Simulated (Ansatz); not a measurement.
# GaAs: the cost of one run

Method: DFT PBE, scalar-relativistic, plane waves, PAW, in Ansatz 0.2.0.

1 further run of the same task is left out (set aside as unsound or not needed).

## (1) The system as given

Symmetry: F-43m, No. 216, cubic system. The conventional cell has a = 5.745 Å, b = 5.745 Å, c = 5.745 Å, α = 90.00°, β = 90.00°, γ = 90.00°. Ga (site symmetry -43m) has 4 As at 2.49 Å as nearest neighbours. As (site symmetry -43m) is surrounded by 4 Ga at 2.49 Å.

Structure file:

```cif
data_structure
_symmetry_space_group_name_H-M 'P 1'
_symmetry_Int_Tables_number 1
_cell_length_a 4.0626
_cell_length_b 4.0626
_cell_length_c 4.0626
_cell_angle_alpha 60.000
_cell_angle_beta 60.000
_cell_angle_gamma 60.000
_cell_volume 47.41
loop_
_atom_site_label
_atom_site_type_symbol
_atom_site_fract_x
_atom_site_fract_y
_atom_site_fract_z
_atom_site_occupancy
Ga1 Ga 0.00000 0.00000 0.00000 1
As1 As 0.25000 0.25000 0.25000 1
```

It is the result of an earlier relaxation at this level (volume 23.71 Å³/atom; gap on the mesh: 0.16 eV).

## (2) Electronic structure at the relaxed geometry

The input, input.yaml:

```yaml
crystal:
  lattice:
    - [0.0, 2.8726922825, 2.8726922825]
    - [2.8726922825, 0.0, 2.8726922825]
    - [2.8726922825, 2.8726922825, 0.0]
  atoms:
    - { symbol: Ga, position: [0.0, 0.0, 0.0] }
    - { symbol: As, position: [0.25, 0.25, 0.25] }
basis:
  ecutwfc: 420
kpoints:
  mp_grid: { grid: [12, 12, 12] }
  band_path:
    path:
      - [[0.0, 0.0, 0.0], [-0.5, -0.5, 0.0], [-0.375, -0.375, 0.25]]
      - [[-0.375, 0.0, 0.375], [0.0, 0.0, 0.0], [0.0, 0.0, 0.5], [-0.5, -0.25, 0.25], [-0.5, -0.5, 0.0]]
    npoints: 14
hamiltonian:
  xc: pbe
scf:
  occupations: { method: gaussian, width: 0.02 }
  n_extra_bands: 6
output:
  forces: true
  stress: true
  eigenvalues: true
  populations: true
  dos: { projected: true, de: 0.02, nscf_kmesh: { grid: [18, 18, 18] } }
  bader: true
  write_density: true
  write_potential: true
  elf: true
  volumetric_format: npy
```

The run is started by

```
$ ansatz run input.yaml --threads 1 --pin off --max-ram 2560MiB --backend cpu --events-out ev --progress --plain --runs-dir out
```

Q: Estimate wall time and peak memory on 1 thread of Arm Neoverse V2, shared host.

About 36 s, with a peak of 0.38 GiB.
